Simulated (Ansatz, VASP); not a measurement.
**AlN in VASP and in Ansatz**

```xyz
4
Lattice="3.4792 0.0000 0.0000 -1.7396 3.0131 0.0000 0.0000 0.0000 4.4388" Properties=species:S:1:pos:R:3 pbc="T T T"
Al    0.0000    2.0087    3.3291
Al    1.7396    1.0044    1.1097
N     0.0000    2.0087    1.1097
N     1.7396    1.0044    3.3291
```

Alike in both runs: task single point; functional PBE; k mesh 9 × 9 × 6; occupations gaussian, width 0.05 eV; no spin polarisation.

```csv
,VASP,Ansatz
version,VASP 6.6.1,Ansatz 0.2.0
potentials or method,"VASP PAW PBE potentials, release 64 (Al, N)","scalar-relativistic, plane waves, PAW"
plane-wave cutoff (eV),520,520
valence electrons in the cell,16,16
```

VASP gave:

```
gap on the k mesh at the Fermi level (eV)       : 2.06
least direct gap on the mesh (eV)               : 2.06
pressure (GPa)                                  : -23.5
largest component of the traceless stress (GPa) : 3.07
```

Estimate Ansatz's values.

gap on the k mesh at the Fermi level (eV): 2.05; least direct gap on the mesh (eV): 2.05; pressure (GPa): -23.4; largest component of the traceless stress (GPa): 3.01.

With one functional, cell and mesh, what is left measures potentials, basis and numerics.

Caveats: so large a pressure means that the cell lies far from this level's equilibrium, or that cutoff or potentials fall short (VASP). PBE gaps usually lie below the measured ones, often by a third to a half.
